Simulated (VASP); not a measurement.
# SnTe (Fm-3m) in VASP: further runs

The runs below take SnTe through single point, with PBE, r2SCAN.

Everything below comes from runs of VASP 6.6.1. Logs are shortened: lines on timing, memory, paths and dates and some standing lists are left out, and cuts for length are marked.

**The experiment to reproduce.**

A printed reference work, textbook reports, for a bulk crystal of SnTe at 300 K: band gap 0.18 eV (direct).

The runs below are set against these values where they give the same quantity.

## 1. The cell of the first run

It takes space group Fm-3m (No. 225, cubic). The conventional cell has a = 6.379 Å, b = 6.379 Å, c = 6.379 Å, α = 90.00°, β = 90.00°, γ = 90.00°. Within 4.2 Å of Sn (site symmetry m-3m) lie 6 Te at 3.19 Å. Te (site symmetry m-3m) has 6 Sn at 3.19 Å within 4.2 Å.

## 2. Single point, PBE

Contents of INCAR:

```
PREC = Accurate
ENCUT = 500
EDIFF = 1E-6
ISMEAR = -1
SIGMA = 0.02
LREAL = False
LASPH = True
NELM = 120
ALGO = Normal
ISIF = 2
LWAVE = False
LCHARG = False
GGA = PE
NBANDS = 17
GGA_COMPAT = False
```

Contents of KPOINTS:

```
Automatic mesh
0
Gamma
  8 8 8
```

Contents of POSCAR:

```
SnTe
1.0
    0.0000000000      3.1893545707      3.1893545707
    3.1893545707      0.0000000000      3.1893545707
    3.1893545707      3.1893545707      0.0000000000
Sn Te
1 1
Direct
    0.0000000000      0.0000000000      0.0000000000
    0.5000000000      0.5000000000      0.5000000000
```

Potentials or basis: VASP PAW PBE potentials, release 64 (Sn_d, Te).

The run is started by

```bash
$ cat potpaw_PBE.64/Sn_d/POTCAR potpaw_PBE.64/Te/POTCAR > POTCAR
$ mpirun -np 1 vasp_std > vasp.out
```

OUTCAR:

```text
PREC = Accurate
   ENCUT = 500
   EDIFF = 1E-6
   ISMEAR = -1
   LREAL = False
   LASPH = True
   NELM = 120
   ISIF = 2
   GGA = PE

 ion  position               nearest neighbor table
   1  0.000  0.000  0.000-   2 3.19   2 3.19   2 3.19   2 3.19   2 3.19   2 3.19
   2  0.500  0.500  0.500-   1 3.19   1 3.19   1 3.19   1 3.19   1 3.19   1 3.19

  LATTYP: Found a face centered cubic cell.
 ALAT       =     6.3787091414

  Lattice vectors:

 A1 = (   0.0000000000,   3.1893545707,   3.1893545707)
 A2 = (   3.1893545707,   0.0000000000,   3.1893545707)
 A3 = (   3.1893545707,   3.1893545707,   0.0000000000)

Analysis of symmetry for initial positions (statically):
=====================================================================
 Subroutine PRICEL returns:
 Original cell was already a primitive cell.

 Routine SETGRP: Setting up the symmetry group for a
 face centered cubic supercell.

 Subroutine GETGRP returns: Found 48 space group operations
 (whereof 48 operations were pure point group operations)
 out of a pool of 48 trial point group operations.

The static configuration has the point symmetry O_h .

Analysis of symmetry for dynamics (positions and initial velocities):
=====================================================================
 Subroutine PRICEL returns:
 Original cell was already a primitive cell.

 Routine SETGRP: Setting up the symmetry group for a
 face centered cubic supercell.

 Subroutine GETGRP returns: Found 48 space group operations
 (whereof 48 operations were pure point group operations)
 out of a pool of 48 trial point group operations.

The dynamic configuration has the point symmetry O_h .

 Subroutine INISYM returns: Found 48 space group operations
 (whereof 48 operations are pure point group operations),
 and found     1 'primitive' translations

----------------------------------------------------------------------------------------

                                     Primitive cell

  volume of cell :      64.8841

  direct lattice vectors                    reciprocal lattice vectors
     0.000000000  3.189354571  3.189354571    -0.156771531  0.156771531  0.156771531
     3.189354571  0.000000000  3.189354571     0.156771531 -0.156771531  0.156771531
     3.189354571  3.189354571  0.000000000     0.156771531  0.156771531 -0.156771531

  length of vectors
     4.510428489  4.510428489  4.510428489     0.271536257  0.271536257  0.271536257

  position of ions in fractional coordinates (direct lattice)
     0.000000000  0.000000000  0.000000000
     0.500000000  0.500000000  0.500000000

  ion indices of the primitive-cell ions
   primitive index   ion index
                 1           1
                 2           2

----------------------------------------------------------------------------------------

 KPOINTS: Automatic mesh

Automatic generation of k-mesh.
 Grid dimensions read from file:
 generate k-points for:    8    8    8

 Generating k-lattice:

  Cartesian coordinates                     Fractional coordinates (reciprocal lattice)
    -0.019596441  0.019596441  0.019596441     0.125000000  0.000000000  0.000000000
     0.019596441 -0.019596441  0.019596441     0.000000000  0.125000000  0.000000000
     0.019596441  0.019596441 -0.019596441     0.000000000  0.000000000  0.125000000

  Length of vectors
     0.033942032  0.033942032  0.033942032

  Shift w.r.t. Gamma in fractional coordinates (k-lattice)
     0.000000000  0.000000000  0.000000000

 Subroutine IBZKPT returns following result:
 ===========================================

 Found     29 irreducible k-points:

 Following reciprocal coordinates:
            Coordinates               Weight
  0.000000  0.000000  0.000000      1.000000
  0.125000  0.000000  0.000000      8.000000
  0.250000  0.000000  0.000000      8.000000
  0.375000  0.000000  0.000000      8.000000
  0.500000  0.000000  0.000000      4.000000
  0.125000  0.125000  0.000000      6.000000
[... 16 lines left out ...]
  0.500000  0.250000  0.125000     48.000000
 -0.375000  0.250000  0.125000     24.000000
 [... further k-points ...]
   k-points           NKPTS =     29   k-points in BZ     NKDIM =     29   number of bands    NBANDS=     17
   number of dos      NEDOS =    301   number of ions     NIONS =      2
   total plane-waves  NPLWV =  46656
   dimension x,y,z NGX =    36 NGY =   36 NGZ =   36
   dimension x,y,z NGXF=    72 NGYF=   72 NGZF=   72
   ions per type =               1   1
   NGX,Y,Z   is equivalent  to a cutoff of  13.27, 13.27, 13.27 a.u.
   NGXF,Y,Z  is equivalent  to a cutoff of  26.54, 26.54, 26.54 a.u.
 SYSTEM =  unknown system
   PREC   = accura    normal or accurate (medium, high low for compatibility)
   ISTART =      0    job   : 0-new  1-cont  2-samecut
   ICHARG =      2    charge: 1-file 2-atom 10-const
   ISPIN  =      1    spin polarized calculation?
   LNONCOLLINEAR =      F non collinear calculations
   LSORBIT =      F    spin-orbit coupling
   LASPH  =      T    aspherical Exc in radial PAW
   ENCUT  =  500.0 eV  36.75 Ry    6.06 a.u.   8.22  8.22  8.22*2*pi/ulx,y,z
   NELM   =    120;   NELMIN=  2; NELMDL= -5     # of ELM steps
   EDIFF  = 0.1E-05   stopping-criterion for ELM
   LREAL  =      F    real-space projection
   EDIFFG = 0.1E-04   stopping-criterion for IOM
   NSW    =      0    number of steps for IOM
   IBRION =     -1    ionic relax: 0-MD 1-quasi-New 2-CG
   NFREE  =      0    steps in history (QN), initial steepest desc. (CG)
   ISIF   =      2    stress and relaxation
   ISYM   =      2    0-nonsym 1-usesym 2-fastsym
   POTIM  = 0.5000    time-step for ionic-motion
   TEBEG  =    0.0;   TEEND  =   0.0 temperature during run
   PSTRESS=    0.0 pullay stress
   NELECT =      20.0000    total number of electrons
   NUPDOWN=      -1.0000    fix difference up-down
   EMIN   =  10.00;   EMAX   =-10.00  energy-range for DOS
   EFERMI =   0.00;   METHOD = LEGACY
   ISMEAR =    -1;   SIGMA  =   0.02  broadening in eV -4-tet -1-fermi 0-gaus
   EFERMI_NEDOS =   21; number of points for ismear=-14 and -15
   IALGO  =     38    algorithm
   IMIX   =      4    mixing-type and parameters
     AMIX     =   0.40;   BMIX     =  1.00
     AMIX_MAG =   1.60;   BMIX_MAG =  1.00
  volume/ion in A,a.u.               =      32.44       218.93
  Fermi-wavevector in a.u.,A,eV,Ry     =   1.105873  2.089797 16.639322  1.222956
  Thomas-Fermi vector in A             =   2.242366
   LORBIT       =      0    0 simple, 1 ext, 2 COOP (PROOUT), +10 PAW based schemes
   GGA     = PE    functional components
   LHFCALC =     F    Hartree Fock is set to
   AEXX    =    0.0000 exact exchange contribution
   IVDW    =     0    specifies the selected vdW correction
   LEPSILON=     F    determine dielectric tensor
   LRPA    =     F    only Hartree local field effects (RPA)
 non-spin polarized calculation
  energy-cutoff  :      500.00
  volume of cell :       64.88
 maximum number of plane-waves:      1676
 NGX is ok and might be reduce to    36
   NGX = 17   NGY = 17   NGZ = 17

 number of electron      20.0000002 magnetization

 Free energy of the ion-electron system (eV)
  ---------------------------------------------------
  ext. energy  EPLUGINS =         0.00000000
  ---------------------------------------------------
  free energy    TOTEN  =        -7.56191221 eV

  energy without entropy =       -7.56148408  energy(sigma->0) =       -7.56169814

 E-fermi :   6.5385     XC(G=0):  -9.3318

 val. band max:        6.5333453921   @ k =   0.5000   0.0000   0.0000
 cond. band min:       6.5435893336   @ k =   0.5000   0.0000   0.0000
 fundamental gap:      0.0102439415
 Fermi energy:         6.5384673638

 k-point     1 :       0.0000    0.0000    0.0000
  band No.  band energies     occupation
      1     -15.3844      2.00000
      2     -15.3844      2.00000
      3     -15.3805      2.00000
      4     -15.3805      2.00000
      5     -15.3805      2.00000
      6      -6.0297      2.00000
[... 9 lines left out ...]
     16      11.3248      0.00000
     17      13.3393      0.00000

 k-point     2 :       0.1250    0.0000    0.0000
  band No.  band energies     occupation
      1     -15.3849      2.00000
      2     -15.3849      2.00000
      3     -15.3803      2.00000
      4     -15.3798      2.00000
      5     -15.3798      2.00000
      6      -5.9054      2.00000
[... 9 lines left out ...]
     16      11.6359      0.00000
     17      14.2564      0.00000

 k-point     3 :       0.2500    0.0000    0.0000
  band No.  band energies     occupation
      1     -15.3864      2.00000
      2     -15.3864      2.00000
      3     -15.3798      2.00000
      4     -15.3777      2.00000
      5     -15.3777      2.00000
      6      -5.5572      2.00000
[... 9 lines left out ...]
     16      12.4999      0.00000
     17      16.1824      0.00000

 k-point     4 :       0.3750    0.0000    0.0000
  band No.  band energies     occupation
      1     -15.3880      2.00000
      2     -15.3880      2.00000
      3     -15.3793      2.00000
      4     -15.3754      2.00000
      5     -15.3754      2.00000
      6      -5.0953      2.00000
[... 9 lines left out ...]
     16      13.8426      0.00000
     17      16.6223      0.00000

 k-point     5 :       0.5000    0.0000    0.0000
  band No.  band energies     occupation
      1     -15.3888      2.00000
      2     -15.3888      2.00000
      3     -15.3791      2.00000
      4     -15.3745      2.00000
      5     -15.3745      2.00000
      6      -4.8388      2.00000
[... 9 lines left out ...]
     16      15.3143      0.00000
     17      15.3143      0.00000

 k-point     6 :       0.1250    0.1250    0.0000
  band No.  band energies     occupation
      1     -15.3862      2.00000
      2     -15.3838      2.00000
      3     -15.3810      2.00000
      4     -15.3793      2.00000
      5     -15.3793      2.00000
      6      -5.8645      2.00000
[... 9 lines left out ...]
     16      12.1481      0.00000
     17      13.5154      0.00000

 k-point     7 :       0.2500    0.1250    0.0000
  band No.  band energies     occupation
      1     -15.3880      2.00000
      2     -15.3842      2.00000
      3     -15.3809      2.00000
      4     -15.3778      2.00000
      5     -15.3773      2.00000
      6      -5.5921      2.00000
[... 9 lines left out ...]
     16      13.0647      0.00000
     17      14.6206      0.00000

 k-point     8 :       0.3750    0.1250    0.0000
  band No.  band energies     occupation
      1     -15.3896      2.00000
      2     -15.3858      2.00000
      3     -15.3798      2.00000
      4     -15.3763      2.00000
      5     -15.3751      2.00000
      6      -5.1633      2.00000
[... 9 lines left out ...]
     16      14.3861      0.00000
     17      16.3363      0.00000
[... 203 lines left out ...]
      1     -15.3969      2.00000
      2     -15.3827      2.00000
      3     -15.3814      2.00000
      4     -15.3723      2.00000
      5     -15.3720      2.00000
      6      -4.6194      2.00000
[... 9 lines left out ...]
     16      15.9550      0.00000
     17      16.4644      0.00000

 k-point    20 :      -0.3750    0.3750    0.0000
  band No.  band energies     occupation
      1     -15.3949      2.00000
      2     -15.3834      2.00000
      3     -15.3805      2.00000
      4     -15.3737      2.00000
      5     -15.3727      2.00000
      6      -4.5340      2.00000
[... 9 lines left out ...]
     16      14.9249      0.00000
     17      17.0177      0.00000

 k-point    21 :       0.5000    0.5000    0.0000
  band No.  band energies     occupation
      1     -15.3986      2.00000
      2     -15.3837      2.00000
      3     -15.3804      2.00000
      4     -15.3714      2.00000
      5     -15.3714      2.00000
      6      -4.5701      2.00000
[... 9 lines left out ...]
     16      16.9774      0.00000
     17      17.3450      0.00000

 k-point    22 :       0.3750    0.2500    0.1250
  band No.  band energies     occupation
      1     -15.3900      2.00000
      2     -15.3844      2.00000
      3     -15.3807      2.00000
      4     -15.3762      2.00000
      5     -15.3757      2.00000
      6      -5.2784      2.00000
[... 9 lines left out ...]
     16      14.5127      0.00000
     17      14.7404      0.00000

 k-point    23 :       0.5000    0.2500    0.1250
  band No.  band energies     occupation
      1     -15.3910      2.00000
      2     -15.3856      2.00000
      3     -15.3793      2.00000
      4     -15.3755      2.00000
      5     -15.3743      2.00000
      6      -4.8809      2.00000
[... 9 lines left out ...]
     16      14.7188      0.00000
     17      15.9718      0.00000

 k-point    24 :      -0.3750    0.2500    0.1250
  band No.  band energies     occupation
      1     -15.3913      2.00000
      2     -15.3864      2.00000
      3     -15.3780      2.00000
      4     -15.3762      2.00000
      5     -15.3735      2.00000
      6      -4.6737      2.00000
[... 9 lines left out ...]
     16      15.8376      0.00000
     17      15.9332      0.00000

 [... further k-points ...]

------------------------ aborting loop because EDIFF is reached ----------------------------------------

  FORCE on cell =-STRESS in cart. coord.  units (eV):
  Direction    XX          YY          ZZ          XY          YZ          ZX
  --------------------------------------------------------------------------------------
  -------------------------------------------------------------------------------------
  Total        0.2279380      0.2279380      0.2279380      0.0000000      0.0000000      0.0000000
  in kB        5.6284502      5.6284502      5.6284502      0.0000000      0.0000000      0.0000000
  external PRESSURE =       5.6284502 kB  Pullay stress =       0.0000000 kB

 VOLUME and BASIS-vectors are now :
 -----------------------------------------------------------------------------
  energy-cutoff  :      500.00
  volume of cell :       64.88
      direct lattice vectors                 reciprocal lattice vectors
     0.000000000  3.189354571  3.189354571    -0.156771531  0.156771531  0.156771531
     3.189354571  0.000000000  3.189354571     0.156771531 -0.156771531  0.156771531
     3.189354571  3.189354571  0.000000000     0.156771531  0.156771531 -0.156771531

 POSITION                                       TOTAL-FORCE (eV/Angst)
 -----------------------------------------------------------------------------------
      0.00000      0.00000      0.00000        -0.000000      0.000000     -0.000000
      3.18935      3.18935      3.18935         0.000000     -0.000000      0.000000
 -----------------------------------------------------------------------------------
    total drift:                               -0.000000      0.000000      0.000000

  FREE ENERGIE OF THE ION-ELECTRON SYSTEM (eV)
  ---------------------------------------------------
  free  energy   TOTEN  =        -7.5619122117 eV

  energy  without entropy=       -7.5614840768  energy(sigma->0) =       -7.56169814
```

Wall time 12 s (1 thread of Intel Xeon 6975P-C (Granite Rapids), shared host); peak memory 0.2 GiB.

Results:

| Item | Value |
| --- | --- |
| Free energy | -7.5619 eV |
| Pressure | 0.6 GPa |
| Band gap on the k mesh | 0.01 eV |

Caveat: spin-orbit coupling is left out, which moves the levels of the heavy elements.

## 3. Single point, r2SCAN

POSCAR is that of step 2.

Contents of INCAR.step1:

```
SYSTEM = SnTe
PREC     = Accurate       ! precision mode
ENCUT    = 550            ! plane-wave cutoff, eV
ISMEAR   = -1             ! smearing method
SIGMA    = 0.02           ! smearing width, eV
LREAL    = .False.        ! projectors in reciprocal space
LASPH    = .True.         ! aspherical terms in the spheres
NELM     = 120            ! most SCF steps
NBANDS   = 17             ! bands
GGA      = PE             ! functional
ALGO     = Normal         ! electronic algorithm
EDIFF    = 1E-5           ! SCF threshold, eV
LWAVE    = .True.         ! write WAVECAR
LCHARG   = .False.        ! write CHGCAR
GGA_COMPAT= .False.
```

Contents of INCAR.step2:

```
SYSTEM = SnTe
PREC     = Accurate       ! precision mode
ENCUT    = 550            ! plane-wave cutoff, eV
EDIFF    = 1E-6           ! SCF threshold, eV
ISMEAR   = -1             ! smearing method
SIGMA    = 0.02           ! smearing width, eV
LREAL    = .False.        ! projectors in reciprocal space
LASPH    = .True.         ! aspherical terms in the spheres
NELM     = 120            ! most SCF steps
ALGO     = Normal         ! electronic algorithm
ISIF     = 2              ! what is computed and relaxed
LWAVE    = .False.        ! write WAVECAR
LCHARG   = .False.        ! write CHGCAR
METAGGA  = R2SCAN         ! meta-GGA
LMIXTAU  = .True.       
NBANDS   = 17             ! bands
ISTART   = 1            
GGA_COMPAT= .False.
```

Contents of KPOINTS:

```
regular mesh
0
Gamma
  8 8 8
  0 0 0
```

Potentials or basis: VASP PAW PBE potentials, release 64 (Sn_d, Te).

The run is started by

```bash
$ cat potpaw_PBE.64/Sn_d/POTCAR potpaw_PBE.64/Te/POTCAR > POTCAR
$ cp INCAR.step1 INCAR
$ mpirun -np 1 vasp_std > vasp.out
$ cp INCAR.step2 INCAR
$ mpirun -np 1 vasp_std > vasp.out
```

Run time: 58 s. Hardware: 1 thread of Intel Xeon 6975P-C (Granite Rapids), shared host; peak memory 0.22 GiB.

The run converged. Its results:

- Free energy: -50.6867 eV
- Pressure: -0.1 GPa
- Band gap on the k mesh: 0.14 eV

Levels at points of the mesh, in eV from the valence-band top:
```csv
k point,band 8,band 9,band 10,band 11,band 12,band 13
"(0.00, 0.00, 0.00)",-2.38,-2.38,-2.38,3.36,3.36,3.36
"(0.50, 0.00, 0.00)",-2.02,-2.02,0.00,0.14,0.34,0.34
"(0.50, 0.50, 0.00)",-5.71,-3.93,-3.93,2.47,4.94,4.94
```

Caveat: the PAW data sets were made with another functional, which shifts forces and pressure a little; spin-orbit coupling is left out, which moves the levels of the heavy elements.

## 4. How close it comes

Step 2. A measured gap of SnTe is 0.18 eV (direct; 300 K; a printed reference work, textbook); the calculated 0.01 eV misses it by -0.17 eV. Spin-orbit coupling on Sn, Te is left out. The value is that of PBE on a finite k mesh, which can miss the band edges, without temperature or zero-point motion. Semilocal functionals fall short of measured gaps as a rule.

Step 3. A measured gap of SnTe is 0.18 eV (direct; 300 K; a printed reference work, textbook); the calculated 0.14 eV misses it by -0.04 eV. Spin-orbit coupling on Sn, Te is left out. The value is that of r2SCAN on a finite k mesh, which can miss the band edges, without temperature or zero-point motion.
